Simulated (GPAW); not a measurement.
# GaAs (F-43m) in GPAW: notebook

The runs below take GaAs through single point, with PBE.

All numbers are computed with GPAW 26.7.0; they aren't measurements. Logs are shortened: lines on timing, memory, paths and dates and some standing lists are left out, and cuts for length are marked. The log counts tension as positive stress, the text compression.

**Measured values to compare with.**

“Evidence of valence band perturbations in GaAsN/GaAs(001): A combined variable-angle spectroscopic ellipsometry and modulated photoreflectance investigation”, 2008, arxiv:0805.2212 reports, for a bulk crystal of GaAs at 300 K: band gap 1.418 ± 0.005 eV (direct).

How close the calculation comes is told below.

**1. The structure**

It takes space group F-43m (No. 216, cubic). Conventional cell: a = 5.654 Å, b = 5.654 Å, c = 5.654 Å, α = 90.00°, β = 90.00°, γ = 90.00°. As (site symmetry -43m) is surrounded by 4 Ga at 2.45 Å. Ga (site symmetry -43m) is surrounded by 4 As at 2.45 Å.

**2. Single point, PBE**

run.py reads:

```python
from ase import Atoms
from ase.dft.bandgap import bandgap
from ase.io import write
from ase.units import GPa
from gpaw import GPAW, PW

atoms = Atoms(['As', 'Ga'],
              cell=[[0.0, 2.82685, 2.82685],
                    [2.82685, 0.0, 2.82685],
                    [2.82685, 2.82685, 0.0]],
              scaled_positions=[[0.75, 0.75, 0.75],
                                [0.0, 0.0, 0.0]],
              pbc=True)

calc = GPAW(mode=PW(600),
            xc='PBE',
            kpts={'size': (8, 8, 8), 'gamma': True},
            occupations={'name': 'methfessel-paxton', 'order': 0, 'width': 0.023},
            nbands=11,
            convergence={'density': 1e-05, 'energy': 1e-05},
            maxiter=150,
            txt='gpaw.txt')
atoms.calc = calc
energy = atoms.get_potential_energy()
forces = atoms.get_forces()
stress = atoms.get_stress()
calc.write('gs.gpw')
write('result.traj', atoms)
print(f'Energy: {energy:.6f} eV')
print('Forces (eV/A):')
print(forces.round(4))
print('Stress (GPa):', (stress / GPa).round(3))
print('Fermi level:', round(calc.get_fermi_level(), 4), 'eV')
print(f'Gap: {bandgap(calc)[0]:.4f} eV, direct: {bandgap(calc, direct=True)[0]:.4f} eV')
```

Potentials or basis: GPAW PAW data sets (gpaw-data 1.2.1), pw.

On the command line:

```bash
OMP_NUM_THREADS=1 python run.py
```

gpaw.txt:

```text
__  _  _
 | _ |_)|_||  |
 |__||  | ||/\| - 26.7.0

Input parameters:
  mode=PW(ecut=600.0),
  convergence={'density': 1e-05, 'energy': 1e-05},
  kpts=MonkhorstPack(size=(8, 8, 8), gamma=True),
  maxiter=150,
  nbands=11,
  occupations=Occupations(name='methfessel-paxton', order=0, width=0.023),
  xc=XC(name='PBE')

Diagonalizing LCAO Hamiltonian
Converting LCAO to pw mode

                    As

       Ga

Atoms  # Å, Bohr magnetons
|   | symbol |        x |        y |        z |    initial magnetic moments |
|---|--------|----------|----------|----------|-----------------------------|
| 0 |     As | 4.240275 | 4.240275 | 4.240275 | ( 0.0000,  0.0000,  0.0000) |
| 1 |     Ga | 0.000000 | 0.000000 | 0.000000 | ( 0.0000,  0.0000,  0.0000) |

Unit cell  # Å
| periodic |        x |        y |        z |  lengths |    angles |
|----------|----------|----------|----------|----------|-----------|
|      yes | 0.000000 | 2.826850 | 2.826850 | 3.997770 | 60.000000 |
|      yes | 2.826850 | 0.000000 | 2.826850 | 3.997770 | 60.000000 |
|      yes | 2.826850 | 2.826850 | 0.000000 | 3.997770 | 60.000000 |

Number of symmetries: 24
Symmetry operations  # r_c * U_cc + t_c -> r_c
|    | kind |            matrix            |
|----|------|------------------------------|
|  0 |  E   |  1, 0, 0,  0, 1, 0,  0, 0, 1 |
|  1 |  σ   |  1, 0, 0,  0, 0, 1,  0, 1, 0 |
|  2 |  σ   |  1, 0,-1,  0, 1,-1,  0, 0,-1 |
|  3 |  C3  |  1, 0,-1,  0, 0,-1,  0, 1,-1 |
|  4 |  C3  |  1,-1, 0,  0,-1, 1,  0,-1, 0 |
|  5 |  σ   |  1,-1, 0,  0,-1, 0,  0,-1, 1 |
|  6 |  σ   |  0, 1, 0,  1, 0, 0,  0, 0, 1 |
|  7 |  C3  |  0, 1, 0,  0, 0, 1,  1, 0, 0 |
|  8 |  C2  |  0, 1,-1,  1, 0,-1,  0, 0,-1 |
|  9 |  S4  |  0, 1,-1,  0, 0,-1,  1, 0,-1 |
| 10 |  C3  |  0, 0, 1,  1, 0, 0,  0, 1, 0 |
| 11 |  σ   |  0, 0, 1,  0, 1, 0,  1, 0, 0 |
| 12 |  S4  |  0, 0,-1,  1, 0,-1,  0, 1,-1 |
| 13 |  C3  |  0, 0,-1,  0, 1,-1,  1, 0,-1 |
| 14 |  S4  |  0,-1, 1,  1,-1, 0,  0,-1, 0 |
| 15 |  C2  |  0,-1, 1,  0,-1, 0,  1,-1, 0 |
| 16 |  C3  |  0,-1, 0,  1,-1, 0,  0,-1, 1 |
| 17 |  S4  |  0,-1, 0,  0,-1, 1,  1,-1, 0 |
| 18 |  S4  | -1, 1, 0, -1, 0, 1, -1, 0, 0 |
| 19 |  C3  | -1, 1, 0, -1, 0, 0, -1, 0, 1 |
| 20 |  C3  | -1, 0, 1, -1, 1, 0, -1, 0, 0 |
| 21 |  S4  | -1, 0, 1, -1, 0, 0, -1, 1, 0 |
| 22 |  σ   | -1, 0, 0, -1, 1, 0, -1, 0, 1 |
| 23 |  C2  | -1, 0, 0, -1, 0, 1, -1, 1, 0 |

BZ-sampling:
  Number of BZ points: 512
  Number of IBZ points: 29

  Monkhorst-Pack size: [8, 8, 8]
  Monkhorst-Pack shift: [0.0625, 0.0625, 0.0625]

K-points  # in reciprocal-cell coordinates
|     |                                coordinates |     weight |
|-----|--------------------------------------------|------------|
|   0 | (  0.00000000,   0.00000000,   0.00000000) | 0.00195312 |
|   1 | (  0.12500000,   0.12500000,   0.00000000) | 0.01171875 |
|   2 | (  0.12500000,   0.12500000,   0.12500000) | 0.01562500 |
|   3 | (  0.25000000,   0.12500000,   0.12500000) | 0.02343750 |
|   4 | (  0.25000000,   0.25000000,   0.00000000) | 0.01171875 |
|   5 | (  0.25000000,   0.25000000,   0.12500000) | 0.04687500 |
|   6 | (  0.25000000,   0.25000000,   0.25000000) | 0.01562500 |
|   7 | (  0.37500000,   0.25000000,  -0.37500000) | 0.04687500 |
|   8 | (  0.37500000,   0.25000000,   0.12500000) | 0.04687500 |
|   9 | (  0.37500000,   0.25000000,   0.25000000) | 0.04687500 |
| ... |                                            |            |
|  28 | (  0.50000000,   0.50000000,   0.50000000) | 0.00781250 |

Plane wave coefficients: 1540
Cutoff: 600.0 eV

Spin-components: 1 (collinear spins)
Bands:           11
Projectors:      10
Spin-degeneracy: 2
Datatype:        complex128

Parallelization:
  kpt:    1
  domain: 1
  band:   1

Density:
  Valence electrons: 8.0
  Components: 1
  Grid points: [24 24 24]
  Charge: 0.0  # |e|

Potential:
  Grid points: [24 24 24]

species:
  As:
    name:    Arsenic
    Z:       33.0
    valence: 5
    core:    28
    charge:  0.0  # [|e|]
    compensation charges:
      type: gauss
      rc: 0.33  # [Å]
      lmax: 2
    cutoffs:
      filter: 1.87  # [Å]
      core: 2.96  # [Å]
    projectors
    | kind |    occ | energy [eV] | rcut [Å] |
    |------|--------|-------------|----------|
    |   4s |  2.000 |     -14.487 |    1.058 |
    |   4p |  3.000 |      -5.196 |    1.058 |
    |    s |        |      12.725 |    1.058 |
    |    p |        |      22.016 |    1.058 |
    |    d |        |       0.000 |    1.058 |

    Using partial waves for As as LCAO basis

  Ga:
    name:    Gallium
    Z:       31.0
    valence: 3
    core:    28
    charge:  0.0  # [|e|]
    compensation charges:
      type: gauss
      rc: 0.37  # [Å]
      lmax: 2
    cutoffs:
      filter: 2.06  # [Å]
      core: 4.17  # [Å]
    projectors
    | kind |    occ | energy [eV] | rcut [Å] |
    |------|--------|-------------|----------|
    |   4s |  2.000 |      -8.945 |    1.164 |
    |   4p |  1.000 |      -2.580 |    1.164 |
    |    s |        |      18.266 |    1.164 |
    |    p |        |      24.631 |    1.164 |
    |    d |        |       0.000 |    1.164 |

    Using partial waves for Ga as LCAO basis

Reference energy: -114387.645129  # eV

eigensolver:
  PPCG
  Converge bands: occupied
  niter=2

density mixing:
  MSR1-Mixer
  Pratt-step length: 0.05
  Maximum mixing coefficient: 0.75
  Old densities: 10
  SVD Regularization: 0.005
  Good broyden scale: 1.0
  Trust region scale: 1.0
  Backstep threshold: 4.0
  History deletion threshold: 6.0
  Fourier metric: weight=20.0, sigma=0.015

occupation numbers:
  Methfessel-Paxton:
    width: 0.0230  # eV
    order: 0

poisson solver:
  ecut: 4800.0  # eV

xc functional:
  name: PBE with 2 nearest neighbor stencil

convergence criteria:
- Maximum integral of absolute [dens]ity change: 1e-05 electrons / valence electron
- Maximum [total energy] change in last 3 cyles: 1e-05 eV / valence electron
- Maximum integral of absolute [eigenst]ate change: 4e-08 eV^2 / valence electron
maximum number of iterations: 150

SCF iterations
|iter     | |      energy | eigst |  dens |
|---------|-|-------------|-------|-------|
|iter:   1| |   -8.317125 | -0.65 |       |
|iter:   2| |   -8.299841 | -3.03 | -0.89 |
|iter:   3| |   -8.227219 | -2.22 | -0.92 |
|iter:   4| |   -8.228991 | -3.81 | -1.52 |
|iter:   5| |   -8.229243 | -4.71 | -2.05 |
|iter:   6| |   -8.229260 | -6.03 | -2.81 |
|iter:   7| |   -8.229260c| -7.48c| -3.55 |
|iter:   8| |   -8.229260c| -8.54c| -4.10 |
|iter:   9| |   -8.229260c| -9.27c| -5.40c|

Converged in 9 steps
Energy contributions relative to reference atoms: (reference = -114387.645129)

Energy contributions:
  Kinetic:          26.966537
  Coulomb:         -23.856737
  Zero:              0.019554
  External:          0.000000
  Xc:              -11.358615
  Entropy:          -0.000000
  Spinorbit:         0.000000
  ----------------------------
  Free energy:      -8.229260
  Extrapolated:     -8.229260

dipole moment: (-10.964929, -10.964929, -10.964929)  # |e|*Ang

Fermi level: 5.012
Eigenvalues  # (at kpt = [0.000, 0.000, 0.000])
| band index |      eig [eV] | occ [0-2] |
|------------|---------------|-----------|
|          0 |        -7.775 |     2.000 |
|          1 |         4.921 |     2.000 |
|          2 |         4.921 |     2.000 |
|          3 |         4.921 |     2.000 |
|          4 |         5.508 |     0.000 |
|          5 |         8.695 |     0.000 |
|          6 |         8.695 |     0.000 |
|          7 |         8.695 |     0.000 |
|          8 |        12.577 |     0.000 |
|          9 |        15.009 |     0.000 |
|         10 |        15.009 |     0.000 |

Gap: 0.587 eV
Transition (v -> c):
  (s=0, k=0, n=3, [0.00, 0.00, 0.00]) -> (s=0, k=0, n=4, [0.00, 0.00, 0.00])
No difference between direct/indirect transitions

Forces  # eV/Ang
|        x |        y |        z |
|----------|----------|----------|
| -0.00000 | -0.00000 | -0.00000 |  # As   0
|  0.00000 |  0.00000 |  0.00000 |  # Ga   1

Stress tensor  # eV/Ang^3
|         x |         y |         z |
|-----------|-----------|-----------|
| -0.027053 | -0.000000 | -0.000000 |
| -0.000000 | -0.027053 |  0.000000 |
| -0.000000 |  0.000000 | -0.027053 |

# Writing to gs.gpw (mode='')
```

Run time: 10 s. Hardware: 1 thread of Arm Neoverse V1, shared host; peak memory 0.15 GiB.

What came out:

```yaml
Free_energy: -8.2293 eV
Pressure: 4.3 GPa
Band_gap_on_the_k_mesh: 0.59 eV, direct
```

Levels at points of the mesh, in eV from the valence-band top:
| k point | band 1 | band 2 | band 3 | band 4 | band 5 | band 6 | band 7 |
| --- | --- | --- | --- | --- | --- | --- | --- |
| (0.00, 0.00, 0.00) | -12.70 | 0.00 | 0.00 | 0.00 | 0.59 | 3.77 | 3.77 |
| (0.50, 0.50, 0.00) | -10.34 | -6.79 | -2.66 | -2.66 | 1.48 | 1.68 | 10.22 |
| (0.50, 0.50, 0.50) | -11.06 | -6.61 | -1.13 | -1.13 | 1.05 | 4.67 | 4.67 |

**3. Single point, PBE**

run.py, as its differences from that of step 2:

```diff
@@ -17,3 +17,3 @@
             kpts={'size': (8, 8, 8), 'gamma': True},
-            occupations={'name': 'methfessel-paxton', 'order': 0, 'width': 0.023},
+            occupations={'name': 'methfessel-paxton', 'order': 0, 'width': 0.024},
             nbands=11,
```

Potentials or basis: GPAW PAW data sets (gpaw-data 1.2.1), pw.

On the command line:

```bash
OMP_NUM_THREADS=1 python run.py
```

Run time: 10 s. Hardware: 1 thread of Arm Neoverse V1, shared host; peak memory 0.15 GiB.

It converged, with:

| Quantity | Value |
| --- | --- |
| Free energy | -8.2293 eV |
| Pressure | 4.3 GPa |
| Band gap on the k mesh | 0.59 eV, direct |

Levels at points of the mesh, in eV from the valence-band top:
| k point | band 1 | band 2 | band 3 | band 4 | band 5 | band 6 | band 7 |
| --- | --- | --- | --- | --- | --- | --- | --- |
| (0.00, 0.00, 0.00) | -12.70 | 0.00 | 0.00 | 0.00 | 0.59 | 3.77 | 3.77 |
| (0.50, 0.50, 0.00) | -10.34 | -6.79 | -2.66 | -2.66 | 1.48 | 1.68 | 10.22 |
| (0.50, 0.50, 0.50) | -11.06 | -6.61 | -1.13 | -1.13 | 1.05 | 4.67 | 4.67 |

**4. Comparison with measurements**

Step 2. A measured gap of GaAs is 1.418 eV (direct; 300 K; “Evidence of valence band perturbations in GaAsN/GaAs(001): A combined variable-angle spectroscopic ellipsometry and modulated photoreflectance investigation”, 2008, arxiv:0805.2212); the calculated 0.59 eV misses it by -0.83 eV. 3 values of this kind are on record (1.412 to 1.51 eV); this one was drawn at random among those near their median, those with a stated uncertainty first. Spin-orbit coupling on As, Ga is left out. The value is that of PBE on a finite k mesh, which can miss the band edges, without temperature or zero-point motion. Semilocal functionals fall short of measured gaps as a rule.

Step 3. Against the measured gap of GaAs, 1.418 eV (direct; 300 K; “Evidence of valence band perturbations in GaAsN/GaAs(001): A combined variable-angle spectroscopic ellipsometry and modulated photoreflectance investigation”, 2008, arxiv:0805.2212), the calculated 0.59 eV is off by -0.83 eV. 3 values of this kind are on record (1.412 to 1.51 eV); this one was drawn at random among those near their median, those with a stated uncertainty first. Spin-orbit coupling on As, Ga is left out. The value is that of PBE on a finite k mesh, which can miss the band edges, without temperature or zero-point motion. Semilocal functionals fall short of measured gaps as a rule.
